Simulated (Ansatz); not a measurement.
All numbers below come from DFT PBE, scalar-relativistic, plane waves, PAW (Ansatz). Settings: cutoff 420 eV, Γ-centred meshes spaced at most about 0.3 Å⁻¹, and about 0.25 Å⁻¹ or finer for metals (2π included), Gaussian smearing. Collinear spin in cells that started with moments and kept them past the coarse steps, no spin elsewhere.

Temperature and zero-point effects are left out.

Compare these two cells of TiSe3, each relaxed at this level.

A. (site moments Ti 1.4; Se 0.1 μB)

```yaml
crystal:
  lattice:
    - [3.91450, 0.00000, 0.00000]
    - [0.00000, 3.91450, 0.00000]
    - [0.00000, 0.00000, 5.51153]
  atoms:
    - { symbol: Ti, position: [0.50000, 0.50000, 0.50000] }
    - { symbol: Se, position: [0.00000, 0.00000, 0.00000] }
    - { symbol: Se, position: [0.00000, 0.00000, 0.50000] }
    - { symbol: Se, position: [0.50000, 0.50000, 0.00000] }
```

B. (no spin)

```yaml
crystal:
  lattice:
    - [0.00000, 3.34118, 3.34118]
    - [3.34118, 0.00000, 3.34118]
    - [3.34118, 3.34118, 0.00000]
  atoms:
    - { symbol: Ti, position: [0.00000, 0.00000, 0.00000] }
    - { symbol: Se, position: [0.25000, 0.25000, 0.25000] }
    - { symbol: Se, position: [0.75000, 0.75000, 0.75000] }
    - { symbol: Se, position: [0.50000, 0.50000, 0.50000] }
```

Question: Which is lower in energy, and by how much?

Answer: A is lower, by 230 meV/atom. A has space group P4/mmm (No. 123), 21.1 Å³/atom and no gap on its mesh; B has the BiF3 (D0_3) type, space group Fm-3m (No. 225), 18.6 Å³/atom and no gap. Counting Se atoms around Ti (those within 1.25 times the shortest such distance or 1.15 times the sum of covalent radii, 1.27 where that leaves under three; a plus sign parts nearer from farther groups), A has Ti 6 and B has Ti 8+6. Their magnetic states differ too, which can make part of the margin. The lower one is the more open, so pressure narrows the difference. Both come from invented guesses. A third cell relaxed alike, in P-62m, lies 240 meV/atom below the lower of the two.

The magnetic state reached may not be the lowest. Cells relaxed within their symmetry can be saddle points. Some types were kept out of the candidates beforehand, so the set may lack a known form.

The open cell wins clearly over the densely packed one, which fits the bonding habits of selenium. In A the atoms together form a nearly simple cubic net, where Se p orbitals can point along roughly perpendicular directions towards Ti and Se neighbours. B is an ordered body-centred packing, more typical of intermetallics, and its crowded shells probably bring more repulsion between filled Se states without equally good directional overlap.

Neither cell has the short Se–Se pairs expected of a titanium trichalcogenide. In that bonding pattern, one diselenide and one selenide ion balance Ti(IV), leaving an empty d shell and favouring a gap. Here the Se–Se contacts are stretched well beyond a single bond, and the Ti moment of A suggests that d electrons remain on the metal. The lack of a gap in both cells is therefore plausibly a result of these frameworks rather than a property of the composition. The ordering says nothing about whether TiSe3 would resist decomposition into TiSe2 and selenium.
